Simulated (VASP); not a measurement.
# MgO: relaxed cell and band gap, by functional

MgO, Fm-3m (no. 225), 2 atoms in the cell.

| Functional | Volume (Å³/atom) | Change from the starting volume (fraction) | Gap, path and mesh (eV) | Time (s) |
|---|---|---|---|---|
| PBEsol0 | 9.08 | -0.016 | 7.43 | 669 |
| mPW1PW (libxc) | 9.25 | 0.003 | 7.34 | 592 |

## Input of the first row

INCAR.step1:
```
SYSTEM = MgO
PREC     = Accurate       ! precision mode
ENCUT    = 550            ! plane-wave cutoff, eV
EDIFF    = 1E-5           ! SCF threshold, eV
ISMEAR   = 0              ! smearing method
SIGMA    = 0.02           ! smearing width, eV
LREAL    = .False.        ! projectors in reciprocal space
LASPH    = .True.         ! aspherical terms in the spheres
GGA_COMPAT= .False.      
ALGO     = Normal         ! electronic algorithm
NELM     = 150            ! most SCF steps
ISIF     = 2              ! what is computed and relaxed
LWAVE    = .True.         ! write WAVECAR
LCHARG   = .False.        ! write CHGCAR
GGA      = PE             ! functional
KPAR     = 4             
```

INCAR.step2, as INCAR.step1 but for:
```
- EDIFF = 1E-5
- ISIF = 2
- LWAVE = .True.
- GGA = PE
+ EDIFF = 1E-7
+ ISIF = 3
+ LWAVE = .False.
+ GGA = PS
+ LHFCALC = .True.
+ AEXX = 0.25
+ PRECFOCK = Normal
+ IBRION = 2
+ EDIFFG = -0.005
+ NSW = 60
+ ISTART = 1
```

INCAR.step3, as INCAR.step2 but for:
```
- NSW = 60
- ISTART = 1
+ NSW = 40
```

INCAR.step4, as INCAR.step3 but for:
```
- ISIF = 3
- IBRION = 2
- EDIFFG = -0.005
- NSW = 40
+ ISIF = 2
+ NBANDS = 11
+ HFRCUT = -1
```

KPOINTS:
```
k-points
0
Gamma
  6 6 6
```

KPOINTS_OPT:
```
path GXWKGLUWLK,UX
3
line-mode
reciprocal
 0.0000000000  0.0000000000  0.0000000000  G
 0.5000000000  0.0000000000  0.5000000000  X

 0.5000000000  0.0000000000  0.5000000000  X
 0.5000000000  0.2500000000  0.7500000000  W

 0.5000000000  0.2500000000  0.7500000000  W
 0.3750000000  0.3750000000  0.7500000000  K

 0.3750000000  0.3750000000  0.7500000000  K
 0.0000000000  0.0000000000  0.0000000000  G

 0.0000000000  0.0000000000  0.0000000000  G
 0.5000000000  0.5000000000  0.5000000000  L

 0.5000000000  0.5000000000  0.5000000000  L
 0.6250000000  0.2500000000  0.6250000000  U

 0.6250000000  0.2500000000  0.6250000000  U
 0.5000000000  0.2500000000  0.7500000000  W

 0.5000000000  0.2500000000  0.7500000000  W
 0.5000000000  0.5000000000  0.5000000000  L

 0.5000000000  0.5000000000  0.5000000000  L
 0.3750000000  0.3750000000  0.7500000000  K

 0.6250000000  0.2500000000  0.6250000000  U
 0.5000000000  0.0000000000  0.5000000000  X
```

POSCAR.step1:
```
MgO
1.0
    0.0000000000      2.0970013927      2.0970013927
    2.0970013927      0.0000000000      2.0970013927
    2.0970013927      2.0970013927      0.0000000000
Mg O
1 1
Direct
    0.0000000000      0.0000000000      0.0000000000
    0.5000000000      0.5000000000      0.5000000000
```

Commands (each step's output is kept before the next begins):
```
cat potpaw_PBE.64/Mg/POTCAR potpaw_PBE.64/O/POTCAR > POTCAR
cp INCAR.step1 INCAR
cp POSCAR.step1 POSCAR
mpirun -np 4 vasp_std > vasp.out
cp INCAR.step2 INCAR
mpirun -np 4 vasp_std > vasp.out
cp CONTCAR POSCAR
rm WAVECAR CHG
cp INCAR.step3 INCAR
mpirun -np 4 vasp_std > vasp.out
cp CONTCAR POSCAR
rm WAVECAR CHG
cp INCAR.step4 INCAR
mpirun -np 4 vasp_std > vasp.out
```

Changes of the last row against the first:
```
- GGA = PS
+ GGA = LIBXC
+ LIBXC1 = HYB_GGA_XC_MPW1PW
```

VASP 6.6.1 took 669 s on 4 cores (AMD EPYC 7R13 (Zen 3)), a shared host.
